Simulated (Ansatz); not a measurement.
## LiF: pressure against volume per atom

Results calculated with Ansatz 0.2.0, not measured. Density functional stress and forces at fixed atoms, pressure and stress positive in compression, spin-unpolarised plane waves.

Cell of the first row (space group Fm-3m, No. 225):
```
CELL_PARAMETERS angstrom
0.00000 1.91510 1.91510
1.91510 0.00000 1.91510
1.91510 1.91510 0.00000
ATOMIC_POSITIONS crystal
Li 0.00000 0.00000 0.00000
F 0.50000 0.50000 0.50000
```

Settings of every row: periodic directions 3; functional HSE06; spin orbit no; potentials PAW; wave cutoff 420 eV; k mesh 8x8x8; smearing width 0 eV.

Limits: stress loosely converged.

```
row  volume per atom (Å³)  pressure (GPa)
  1                 7.024            13.6
  2                 7.245             9.9
  3                 7.358             8.2
  4                 7.472               ?
  5                  7.71             3.6
  6                 7.941             1.2
  7                 8.179              -1
  8                 8.425            -2.9
  9                 8.763            -5.1
 10                 9.309            -7.8
 11                  9.45            -8.4
```

Question: what pressure should row 4 give?

Worked fit of pressure. Take u = (V_r/V)^(2/3) − 1 with V_r = 8.06 Å³ an atom, which is twice the finite (Eulerian) strain; such expansions in the strain, on which the Birch-Murnaghan equation of state is built, carry the rest volume and the bulk modulus. The shown rows have u = 0.09606, 0.07365, 0.06263, 0.03004, 0.00997, -0.00972, -0.02909, -0.05422, -0.09158, -0.10064. Least squares give pressure = 0.06 + 110.11 × u + 292.7 × u² + 317 × u³ GPa; a parabola predicts inner rows, each left out in turn, worse (root mean square 0.067 against 0.028 GPa). All shown rows lie on it to the printed digit. The pressure vanishes at u = -0.0005, or V = 8.067 Å³ an atom, and there the bulk modulus with atoms relaxed is B = −V dP/dV = (2/3)(1 + u) dP/du = 73.2 GPa. The withheld row has u = 0.0518, so the fit gives 0.06 + 110.11 × (0.0518) + 292.7 × (0.0518)² + 317 × (0.0518)³ = 6.6 GPa.

The calculation gave 6.6 GPa. The fit meets it to the printed digit.
